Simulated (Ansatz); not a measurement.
Sb:

```
CELL_PARAMETERS angstrom
2.15420 1.24373 3.75800
-2.15420 1.24373 3.75800
0.00000 -2.48746 3.75800
ATOMIC_POSITIONS crystal
Sb 0.76651 0.76651 0.76651
Sb 0.23349 0.23349 0.23349
```

* Program: Ansatz 0.2.0
* Task: relaxation of cell and atoms
* Functional: revPBE
* Potentials or basis: all-electron LAPW, scalar-relativistic
* Basis error allowed: 0.001 eV/atom
* k mesh: 8 × 8 × 8
* Occupations: fermi-dirac, width 0.05 eV
* Spin: no spin polarisation

At the start: volume 30.21 Å³/atom.

Problem. Where does the relaxation end?

Solution. Over 7 steps the energy falls by 25.4 meV/atom and the volume is 32.97 Å³/atom (+9.1 %); space group R-3m (No. 166, to 0.05 Å).

Step by step:
| step | energy change (eV) | largest force (eV/Å) | volume (Å³) |
| --- | --- | --- | --- |
| 1 | 0.0000 | 0.1817 | 60.41 |
| 2 | -0.0260 | 0.3323 | 67.23 |
| 3 | -0.0471 | 0.0817 | 65.17 |
| 4 | -0.0491 | 0.0280 | 65.02 |
| 5 | -0.0505 | 0.0077 | 65.67 |
| 6 | -0.0507 | 0.0008 | 65.93 |
| 7 | -0.0507 | 0.0008 | 65.93 |

Final structure:
```
Sb
1.0
     2.19659    1.26820    3.94455
    -2.19659    1.26820    3.94455
     0.00000   -2.53641    3.94455
Sb
2
Direct
  0.76917 0.76917 0.76917
  0.23083 0.23083 0.23083
```
